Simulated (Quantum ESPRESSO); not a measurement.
# MoS2 (P-3m1) in Quantum ESPRESSO: equation of state, part 2 of 2

Quantum ESPRESSO 7.5. Earlier steps stand in the parts before.

### Step 7. Single point, PBEsol, 19.74 Å³/atom

Input file pw.in:

```
&CONTROL
  calculation = 'scf'
  prefix = 'pwscf'
  outdir = './tmp'
  pseudo_dir = './pseudo'
  tprnfor = .true.
  tstress = .true.
  disk_io = 'nowf'
/
&SYSTEM
  ibrav = 0
  nat = 3
  ntyp = 2
  ecutwfc = 45
  ecutrho = 360
  nbnd = 20
  occupations = 'smearing'
  smearing = 'fd'
  degauss = 0.00367493
/
&ELECTRONS
  conv_thr = 6d-10
  electron_maxstep = 120
  mixing_beta = 0.5
/
ATOMIC_SPECIES
Mo    95.9500 mo_pbesol_v1.uspp.F.UPF
S     32.0600 s_pbesol_v1.4.uspp.F.UPF
CELL_PARAMETERS angstrom
   3.2699360711    0.0000000000    0.0000000000
  -1.6349680355    2.8318477062    0.0000000000
   0.0000000000    0.0000000000    6.3955418068
ATOMIC_POSITIONS crystal
Mo     0.0000000000    0.0000000000    0.5000000000
S      0.6666666667    0.3333333333    0.7446806800
S      0.3333333333    0.6666666667    0.2553193200
K_POINTS automatic
9 9 4 0 0 0
```

Potentials or basis: GBRV 1.5 PBEsol.

Started as:

```bash
$ OMP_NUM_THREADS=1 mpirun -n 2 pw.x -nk 2 -in pw.in > pw.out
```

pw.out:

```text
This program is part of the open-source Quantum ESPRESSO suite
     for quantum simulation of materials; please cite
         "P. Giannozzi et al., J. Phys.:Condens. Matter 21 395502 (2009);
         "P. Giannozzi et al., J. Phys.:Condens. Matter 29 465901 (2017);
         "P. Giannozzi et al., J. Chem. Phys. 152 154105 (2020);
     in publications or presentations arising from this work. More details at

     Message from routine setup:
     using ibrav=0 with symmetry is DISCOURAGED, use correct ibrav instead

     K-points division:     npool     =       2
     Subspace diagonalization in iterative solution of the eigenvalue problem:
     a serial algorithm will be used

     G-vector sticks info
     --------------------
     sticks:   dense  smooth     PW     G-vecs:    dense   smooth      PW
     Sum         955     475    151                46147    16269    2747

     Using Slab Decomposition

     bravais-lattice index     =            0
     lattice parameter (alat)  =       6.1793  a.u.
     unit-cell volume          =     399.6530 (a.u.)^3
     number of atoms/cell      =            3
     number of atomic types    =            2
     number of electrons       =        26.00
     number of Kohn-Sham states=           20
     kinetic-energy cutoff     =      45.0000  Ry
     charge density cutoff     =     360.0000  Ry
     scf convergence threshold =      6.0E-10
     mixing beta               =       0.5000
     number of iterations used =            8  plain     mixing
     Exchange-correlation= SLA  PW   PSX  PSC
[... 105 lines left out ...]

     Initial potential from superposition of free atoms

     starting charge      25.9990, renormalised to      26.0000
     Starting wfcs are   21 randomized atomic wfcs

     Self-consistent Calculation

     iteration #  1     ecut=    45.00 Ry     beta= 0.50
     Davidson diagonalization with overlap
     ethr =  1.00E-02,  avg # of iterations =  5.3

     Threshold (ethr) on eigenvalues was too large:
     Diagonalizing with lowered threshold

     Davidson diagonalization with overlap
     ethr =  2.44E-04,  avg # of iterations =  3.7

     total energy              =    -187.49114209 Ry
     estimated scf accuracy    <       0.07479090 Ry
[... 57 lines left out ...]
     iteration # 10     ecut=    45.00 Ry     beta= 0.50
     Davidson diagonalization with overlap
     ethr =  4.46E-12,  avg # of iterations =  3.3

     End of self-consistent calculation

          k = 0.0000 0.0000 0.0000 (  2065 PWs)   bands (ev):

   -52.2267 -26.2499 -26.2499 -26.2459  -5.0701  -3.7228   3.0569   5.6354
     5.6354   7.7232   8.5093   8.6058   8.6058   9.1716   9.1716  12.5459
    12.5459  15.2418  15.4190  18.8815
[... 249 lines left out ...]
   -52.1988 -26.4863 -26.3826 -26.1869  -3.3201  -3.0379   3.6263   4.1966
     5.1785   5.5493   5.7347   6.5093   9.2567  10.2154  10.7161  11.9309
    13.1916  15.9996  16.9252  17.2610

     the Fermi energy is     9.4920 ev

!    total energy              =    -187.50526058 Ry
     estimated scf accuracy    <          2.2E-11 Ry
     smearing contrib. (-TS)   =      -0.00069388 Ry
     internal energy E=F+TS    =    -187.50456670 Ry

     The total energy is F=E-TS. E is the sum of the following terms:
     one-electron contribution =     -97.19335778 Ry
     hartree contribution      =      58.19068741 Ry
     xc contribution           =     -35.82063719 Ry
     ewald contribution        =    -112.68125914 Ry

     convergence has been achieved in  10 iterations

     Forces acting on atoms (cartesian axes, Ry/au):

     atom    1 type  1   force =     0.00000000    0.00000000    0.00000000
     atom    2 type  2   force =     0.00000000    0.00000000   -0.02257215
     atom    3 type  2   force =     0.00000000    0.00000000    0.02257215

     Total force =     0.031922     Total SCF correction =     0.000004

     Computing stress (Cartesian axis) and pressure

          total   stress  (Ry/bohr**3)                   (kbar)     P=      -82.39
  -0.00062783   0.00000000   0.00000000          -92.36        0.00        0.00
   0.00000000  -0.00062783   0.00000000            0.00      -92.36        0.00
   0.00000000   0.00000000  -0.00042458            0.00        0.00      -62.46

=------------------------------------------------------------------------------=
   JOB DONE.
=------------------------------------------------------------------------------=
```

Run time: 27 s. Hardware: 2 MPI ranks of Arm Neoverse V1, shared host; peak memory 0.3 GiB.

Results:

* Free energy: -2551.1390 eV
* Pressure: -8.2 GPa
* Largest force: 0.580 eV/Å
* Band gap on the k mesh: none (metal or under the smearing width)

Caveat: this functional lacks dispersion, which binds the layers, so the pressure and a relaxed spacing across them are unreliable.

### Step 8. Single point, PBEsol, 20.12 Å³/atom

pw.in: that of step 7 with these lines changed.

```diff
@@ -29,5 +29,5 @@
 CELL_PARAMETERS angstrom
-   3.2699360711    0.0000000000    0.0000000000
-  -1.6349680355    2.8318477062    0.0000000000
-   0.0000000000    0.0000000000    6.3955418068
+   3.2907642509    0.0000000000    0.0000000000
+  -1.6453821255    2.8498854391    0.0000000000
+   0.0000000000    0.0000000000    6.4362788402
 ATOMIC_POSITIONS crystal
```

Started as:

```bash
$ OMP_NUM_THREADS=1 mpirun -n 2 pw.x -nk 2 -in pw.in > pw.out
```

It took 25 s on 2 MPI ranks of Arm Neoverse V1, shared host; peak memory 0.3 GiB.

Results (log left out):

- Free energy: -2551.0745 eV
- Pressure: -10.1 GPa
- Largest force: 0.841 eV/Å
- Band gap on the k mesh: none (metal or under the smearing width)

Caveat: this functional lacks dispersion, which binds the layers, so the pressure and a relaxed spacing across them are unreliable.

### Step 9. Equation of state, PBEsol

Potentials or basis: GBRV 1.5 PBEsol.

No new run: the results of the series are fitted here.

What came out:

* Equilibrium volume: 18.48 Å³/atom
* Bulk modulus at fixed shape and positions: 142 GPa
* Pressure derivative of the bulk modulus: 4.4

Energy against volume, from the lowest point:
```csv
volume (Å³/atom),energy (meV/atom)
17.843,9.93
18.222,1.24
18.602,0.00
18.982,5.41
19.361,16.81
19.741,33.55
20.120,55.05
```

Caveat: the cell was scaled at fixed shape and fractional positions, which overstates the stiffness of a crystal with free parameters, most of all of layers and chains; this functional lacks dispersion, which binds the layers, so the pressure and a relaxed spacing across them are unreliable.
